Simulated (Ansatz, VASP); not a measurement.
BN (Qingsongite): VASP beside Ansatz

```xyz
2
Lattice="0.0000 1.8045 1.8045 1.8045 0.0000 1.8045 1.8045 1.8045 0.0000" Properties=species:S:1:pos:R:3 pbc="T T T"
B     3.5683    1.8201    1.8110
N     0.8991    0.9021    0.9346
```

Alike in both runs: task single point; functional PBE; dispersion D4; k mesh 6 × 6 × 6; occupations methfessel-paxton of order 1, width 0.05 eV; no spin polarisation.

```csv
,VASP,Ansatz
version,VASP 6.6.1,Ansatz 0.2.0
potentials or method,"VASP PAW PBE potentials, release 64 (B, N)","plane waves, PAW"
plane-wave cutoff (eV),520,540
valence electrons in the cell,8,8
```

```csv
,VASP,Ansatz,Ansatz less VASP
pressure (GPa),0.3,0.1,-0.23
largest component of the traceless stress (GPa),1.35,1.27,-0.079
rms of the force components (eV/Å),0.739,0.736,-0.0027
dispersion energy (meV/atom),-239.3,-239.4,-0.05
```

Atom by atom the forces differ by 0.003 eV/Å (rms over components). Ansatz warned: «stress_scf_threshold_loose».

Caveats: the k mesh is coarse (spacing up to 0.50 Å⁻¹), so the values aren't converged; forces of over 1 eV/Å show positions far from the minimum, so gaps and moduli don't describe the material at rest. A k mesh can miss the band edges.
